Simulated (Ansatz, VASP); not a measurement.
## GaN: VASP beside Ansatz

```
CELL_PARAMETERS angstrom
0.00000 2.15414 2.15414
2.15414 0.00000 2.15414
2.15414 2.15414 0.00000
ATOMIC_POSITIONS crystal
Ga 0.00000 0.00000 0.00000
N 0.75000 0.75000 0.75000
```

Alike in both runs: functional PBE; k mesh 10 × 10 × 10; no spin polarisation.

Ansatz relaxed the structure, and its values are those at the end. VASP's run is a single point on that final structure, the one shown.

|  | VASP | Ansatz |
| --- | --- | --- |
| version | VASP 6.6.1 | Ansatz 0.2.0 |
| potentials or method | VASP PAW PBE potentials, release 64 (Ga_d, N) | scalar-relativistic, plane waves, PAW |
| plane-wave cutoff (eV) | 520 | 420 |
| occupations | gaussian, width 0.01 eV | fixed |
| valence electrons in the cell | 18 | 18 |

|  | VASP | Ansatz | Ansatz less VASP |
| --- | --- | --- | --- |
| gap on the k mesh at the Fermi level (eV) | 2.60 | 2.58 | -0.018 |
| least direct gap on the mesh (eV) | 2.60 | 2.58 | -0.018 |

 A hybrid or GW would open this gap; PBE tends to underestimate it.
